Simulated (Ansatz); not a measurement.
Runs of Ansatz 0.2.0 on Pb. The structure is cubic, space group Fm-3m (No. 225). Conventional cell: a = 4.950 Å, b = 4.950 Å, c = 4.950 Å, α = 90.00°, β = 90.00°, γ = 90.00°. Around Pb (site symmetry m-3m) lie 12 Pb at 3.50 Å. 

| task | level | cell | k mesh | cutoff (eV) | smearing | points for each segment of the path | mesh quality | gap on the mesh (eV) | pressure (GPa) | relaxed volume (Å³/atom) |
| --- | --- | --- | --- | --- | --- | --- | --- | --- | --- | --- |
| relaxation of cell and atoms | HSEsol | relaxed | 5 × 5 × 5 | 420 | fermi-dirac 0.05 eV | - | coarse | none | 0.0 | 29.50 |
| band structure | PBE | as given | 9 × 9 × 9 | 420 | fermi-dirac 0.05 eV | 14 | not flagged | none | (a) | - |
| relaxation of cell and atoms | PBE | relaxed | 9 × 9 × 9 | 420 | fermi-dirac 0.05 eV | - | not flagged | none | 0.0 | 31.88 |
| single point | PBEsol0 | as given | 5 × 5 × 5 | 420 | fermi-dirac 0.05 eV | - | coarse | none | (b) | - |
| single point | r2SCAN0 | as given | 5 × 5 × 5 | 500 | fermi-dirac 0.05 eV | - | coarse | none | -0.1 | - |
| single point | r2SCANh | as given | 5 × 5 × 5 | 500 | fermi-dirac 0.05 eV | - | coarse | none | 0.4 | - |
| band structure | LDA | as given | 9 × 9 × 9 | 420 | fermi-dirac 0.05 eV | 14 | not flagged | none | (c) | - |
| single point | PBE | as given | 9 × 9 × 9 | 420 | gaussian 0.011 eV | - | not flagged | none | 2.2 | - |

Alike in all rows: potentials or basis Ansatz PAW; no spin polarisation.

Estimate the missing entries.

(a) 2.3; (b) -1.6; (c) -2.2.

Caveats: some runs use coarse meshes; the PAW data sets come from PBE, with cores solved anew for the run's functional, which leaves a small shift of forces and pressure (some runs); the thresholds are loose for stress (some runs); the plane-wave basis is chosen anew once the cell has moved, so the energies of steps on either side of that aren't comparable (some runs); spin-orbit coupling is left out, which moves the levels of the heavy elements (some runs).

A k mesh can miss the band edges, and the runs leave out spin-orbit coupling on Pb.

A gap of «none» marks a metal or a gap under the smearing width.
